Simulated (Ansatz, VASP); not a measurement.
Cs: VASP beside Ansatz

Contents of INCAR:

```
PREC = Accurate
ENCUT = 520
EDIFF = 1E-6
ISMEAR = 0
SIGMA = 0.05
LREAL = F
LASPH = T
NELM = 80
ALGO = Normal
ISIF = 2
LWAVE = F
LCHARG = F
GGA = PE
NBANDS = 10
```

The input KPOINTS:

```
Automatic mesh
0
Gamma
  10 10 10
```

POSCAR

```
Cs
1.0
    0.0000000000      3.8934002340      3.8934002340
    3.8934002340      0.0000000000      3.8934002340
    3.8934002340      3.8934002340      0.0000000000
Cs
1
Direct
    0.0000000000      0.0000000000      0.0000000000
```

Input for Ansatz:

```yaml
crystal:
  lattice:
    - [0.0, 3.893400234, 3.893400234]
    - [3.893400234, 0.0, 3.893400234]
    - [3.893400234, 3.893400234, 0.0]
  atoms:
    - { symbol: Cs, position: [0.0, 0.0, 0.0] }
basis:
  ecutwfc: 600
  ecutrho_ratio: 5
kpoints:
  mp_grid: { grid: [10, 10, 10] }
hamiltonian:
  xc: pbe
scf:
  occupations: { method: gaussian, width: 0.05 }
output:
  forces: true
  stress: true
  eigenvalues: true
```

Alike in both runs: task single point; functional PBE; k mesh 10 × 10 × 10; occupations gaussian, width 0.05 eV; no spin polarisation.

|  | VASP | Ansatz |
| --- | --- | --- |
| version | VASP 6.6.1 | Ansatz 0.2.0 |
| potentials or method | VASP PAW PBE potentials, release 64 (Cs_sv) | scalar-relativistic, plane waves, PAW |
| plane-wave cutoff (eV) | 520 | 600 |
| valence electrons in the cell | 9 | 9 |

|  | VASP | Ansatz | Ansatz less VASP |
| --- | --- | --- | --- |
| pressure (GPa) | 0.0 | 0.0 | +0.01 |

The runs have no spin-orbit coupling, so splittings on Cs are missing.
